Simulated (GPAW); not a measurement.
Write an ASE script for GPAW 26.7.0 that does the following.

| Quantity | Value |
| --- | --- |
| Task | relaxation of cell and atoms |
| Functional | RPBE |
| Potentials or basis | the program's PAW data sets (release 1.2.1) made for this functional |
| Cutoff | 600 eV |
| Basis | pw |
| k mesh | 6 × 6 × 3 |
| Occupations | fermi-dirac, width 0.05 eV |
| Spin | no spin polarisation |
| Maxiter | 150 |
| Optimizer | BFGS |
| Fmax | 0.02 eV/Å |
| Max steps | 40 |
| Convergence | density=1e-06 energy=1e-06 eigenstates=1e-10 |

The structure of SnSe2 lies in POSCAR:

```
SnSe2
1.0
    3.8110000000      0.0000000000      0.0000000000
   -1.9055000000      3.3004228138      0.0000000000
    0.0000000000      0.0000000000      6.1360000000
Sn Se
1 2
Direct
    0.0000000000      0.0000000000      0.0000000000
    0.6666666667      0.3333333333      0.7510000000
    0.3333333333      0.6666666667      0.2490000000
```

The input as run:

run.py

```python
from ase.filters import FrechetCellFilter
from ase.io import read, write
from ase.optimize import BFGS
from gpaw import GPAW, PW

atoms = read('POSCAR')

calc = GPAW(mode=PW(600),
            xc='RPBE',
            kpts={'size': (6, 6, 3), 'gamma': True},
            occupations={'name': 'fermi-dirac', 'width': 0.05},
            nbands=24,
            convergence={'density': 1e-06, 'energy': 1e-06, 'eigenstates': 1e-10},
            maxiter=150,
            txt='gpaw.txt')
atoms.calc = calc
opt = BFGS(FrechetCellFilter(atoms), trajectory='relax.traj', logfile='-')
done = opt.run(fmax=0.02, steps=40)
calc.write('gs.gpw')
write('result.traj', atoms)
print('Converged:', done)
print('Cell:', atoms.cell.cellpar().round(4))
print('Volume:', round(atoms.get_volume(), 4))
print(atoms.get_scaled_positions().round(5))
```

Potentials or basis: the program's PAW data sets (release 1.2.1) made for this functional, pw.

Command:

```bash
$ OMP_NUM_THREADS=1 python run.py
```

Results of the run:

The relaxed volume is 35.97 Å³/atom, the relaxed cell is a = 3.913 Å, b = 3.913 Å, c = 8.139 Å, α = 90.00°, β = 90.00°, γ = 120.00° and the space group after relaxing (to 0.05 Å) is P-3m1 (No. 164). The energy gained by relaxing is 93.3 meV/atom. The ionic steps are 16, the pressure after relaxing is 0.0 GPa and the largest force after relaxing is 0.005 eV/Å. The band gap on the k mesh is 0.87 eV, indirect (least direct gap 1.15 eV).

Caveat: later steps reuse the first step's grids; the volume moved by over 15 % at a fixed basis, so the end points are rough; spin-orbit coupling is left out, which moves the levels of the heavy elements; an odd mesh through Γ misses points on the zone boundary, where band edges often lie; this functional lacks dispersion, which binds the layers, so the pressure and a relaxed spacing across them are unreliable, and here the layers came unbound; the volume moved by +40 % from the deposited cell, more than functionals usually miss.

Run time: 7.3 min on 1 thread of Arm Neoverse V1, on a shared host, peak memory 0.28 GiB.
